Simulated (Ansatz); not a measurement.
# A point defect in GaN

Theory: DFT PBE, scalar-relativistic, plane waves, PAW (Ansatz 0.2.0). Settings: 420 eV cutoff, 2×2×2 k-mesh, shifted by half a step, Gaussian smearing of 0.01 eV, collinear spin in charge 0 alone.

Host crystal, relaxed:

```
CELL_PARAMETERS angstrom
0.00000 2.27424 2.27424
2.27424 0.00000 2.27424
2.27424 2.27424 0.00000
ATOMIC_POSITIONS crystal
Ga 0.00000 0.00000 0.00000
N 0.75000 0.75000 0.75000
```

Supercell of 32 atoms, rows in host cell vectors: 3 -1 -1; -1 3 -1; -1 -1 3. Atoms relax at the host's cell, keeping the symmetry that the supercell leaves at the site. The cell is small, so energies carry finite-size errors of tenths of an eV. The host's Kohn–Sham gap is 1.54 eV. Atoms are taken from and returned to the elements' standard states. Charged cells are corrected for image charges with the computed static dielectric tensor (mean 11.0) and aligned with the host's potential at far atoms (alignment terms reach 0.14 eV). No band-filling term is added, and the Fermi level counts from the host's valence band top.

The defect is an interstitial at (0.250, 0.250, 0.250) of the host cell.

| charge | E_f at the valence band top (eV) | over the neutral state (eV) | moment (μB) | largest move (Å) | atoms near the site |
| --- | --- | --- | --- | --- | --- |
| +1 | 2.79 | -0.07 | 0.00 | 0.05 | 4 Ga at 2.02 Å, 6 N at 2.27 Å |
| 0 | 2.86 | 0.00 | 1.00 | 0.04 | 4 Ga at 1.97 Å, 6 N at 2.31 Å |
| -1 | 3.91 | 1.04 | 0.00 | 0.09 | 4 Ga at 1.88 Å, 6 N at 2.36 Å |

Among the charges computed the stable one is +1 at the valence band top, changing to 0 at 0.07 eV, changing to -1 at 1.04 eV. Other sites of the defect weren't tried.

(1) Which element is it? Judge by the nearest distance in charge 0 and covalent radii.
A. H
B. Sn
C. In
D. Mg
E. Pb

Results:

(1) A. The nearest neighbour is Ga at 1.97 Å, and the summed covalent radii with Ga are 1.53 Å for H, 2.64 Å for In, 2.63 Å for Mg, 2.68 Å for Pb, 2.61 Å for Sn, so H fits best. Bonds can miss such sums by a tenth of an ångström or more.

This zinc-blende form isn't the usual stable structure of the compound.